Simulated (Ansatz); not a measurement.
# HgTe: the order of phases at one pressure

Which of rocksalt, CsCl, zincblende, wurtzite, NiAs has the lowest enthalpy for HgTe at one common pressure? Methods of the runs shown: LAPW. Companion runs by PAW are cited.

Method: DFT, PBE, all-electron LAPW, scalar-relativistic, in Ansatz 0.2.0.

## Step 1: The system as given

The structure is cubic, space group Fm-3m (No. 225). Conventional cell: a = 5.852 Å, b = 5.852 Å, c = 5.852 Å, α = 90.00°, β = 90.00°, γ = 90.00°. Hg (site symmetry m-3m) is surrounded by 6 Te at 2.93 Å. Around Te (site symmetry m-3m) lie 6 Hg at 2.93 Å.

Coordinates:

```cif
data_structure
_symmetry_space_group_name_H-M 'P 1'
_symmetry_Int_Tables_number 1
_cell_length_a 4.1382
_cell_length_b 4.1382
_cell_length_c 4.1382
_cell_angle_alpha 60.000
_cell_angle_beta 60.000
_cell_angle_gamma 60.000
_cell_volume 50.11
loop_
_atom_site_label
_atom_site_type_symbol
_atom_site_fract_x
_atom_site_fract_y
_atom_site_fract_z
_atom_site_occupancy
Hg1 Hg 0.00000 0.00000 0.00000 1
Te1 Te 0.50000 0.50000 0.50000 1
```

Atoms are numbered in the order of the input: Hg1, Te2.

## Step 2: Rocksalt relaxed under pressure, LAPW

The input, input.yaml:

```yaml
crystal:
  lattice:
    - [0.0, 2.9261219921, 2.9261219921]
    - [2.9261219921, 0.0, 2.9261219921]
    - [2.9261219921, 2.9261219921, 0.0]
  atoms:
    - { symbol: Hg, position: [0.0, 0.0, 0.0] }
    - { symbol: Te, position: [0.5, 0.5, 0.5] }
kpoints:
  mp_grid: { grid: [12, 12, 12] }
scf:
  occupations: { method: fermi_dirac, width: 0.05 }
hamiltonian:
  xc: pbe
  pseudopotentials: { kind: all_electron, lapw: { basis_error: 0.0005 } }
output:
  forces: true
  stress: true
  eigenvalues: true
relax:
  f_tol: 0.005
  max_steps: 12
  cell: { p_target: 10.0, stress_tol: 0.03 }
```

Started as:

```sh
$ ansatz run input.yaml --threads 1 --pin off --max-ram 3584MiB --backend cpu --events-out ev --progress --plain --runs-dir out
```

Further steps of the session: CsCl relaxed under pressure, LAPW; Zincblende relaxed under pressure, LAPW; Wurtzite at the cell that PAW relaxed, LAPW; NiAs at the cell that PAW relaxed, LAPW.

**Question.** What will these runs give? Wanted: pressure; lowest (for each run or level that gives them).

**Answer**, as computed:

```
     quantity                               value
     pressure                              10 GPa
lowest (LAPW)  rocksalt, 68.8 meV/atom under NiAs
 lowest (PAW)  rocksalt, 68.9 meV/atom under NiAs
```

What this shows: By LAPW the order is rocksalt < NiAs < CsCl < zincblende < wurtzite. By PAW the order is rocksalt < NiAs < CsCl < zincblende < wurtzite. The methods agree on the lowest phase. Only these structures were tried, with electrons smeared by 0.05 eV and without vibrations, so the true ground state may be another. The k meshes differ between phases and weren't tested, which can move differences by some meV. Spin-orbit coupling is left out, though the cell holds Hg; in elements this heavy it can shift bands and gaps by tenths of an eV.
